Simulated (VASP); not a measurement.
Runs of VASP 6.6.1 on CuI (Marshite). Symmetry: F-43m, No. 216, cubic system. The conventional cell has a = 6.063 Å, b = 6.063 Å, c = 6.063 Å, α = 90.00°, β = 90.00°, γ = 90.00°. Cu (site symmetry -43m) has 4 I at 2.63 Å as nearest neighbours. I (site symmetry -43m) has 4 Cu at 2.63 Å as nearest neighbours. 

| task | level | potentials or basis | spin | cell | k mesh | cutoff (eV) | gap on the mesh (eV) | pressure (GPa) |
| --- | --- | --- | --- | --- | --- | --- | --- | --- |
| relaxation of cell and atoms | PBEsol | VASP PAW PBE potentials, release 64 (Cu, I) | off | relaxed | 8 × 8 × 8 | 600 | (b) | -0.1 |
| band structure | LDA | VASP PAW LDA potentials, release 64 (Cu, I) | off | F-43m, 26.28 Å³/atom | 8 × 8 × 8 | 520 | 1.16 | -2.0 |
| band structure | r2SCAN | VASP PAW PBE potentials, release 64 (Cu, I) | off | F-43m, 26.28 Å³/atom | 8 × 8 × 8 | 520 | (a) | 1.8 |
| band structure | TB-mBJ | VASP PAW PBE potentials, release 64 (Cu, I) | off | F-43m, 26.28 Å³/atom | 8 × 8 × 8 | 520 | 2.34 | - |

Alike in all rows: smearing gaussian 0.03 eV.

Task: Fill in the values left out.

Result: (a) 1.79; (b) 1.19.

Caveats: spin-orbit coupling is left out, which moves the levels of the heavy elements; the PAW data sets were made with another functional, which shifts forces and pressure a little (some runs).

A k mesh can miss the band edges, and the runs leave out spin-orbit coupling on I.

Runs at the PBE level aren't shown here.
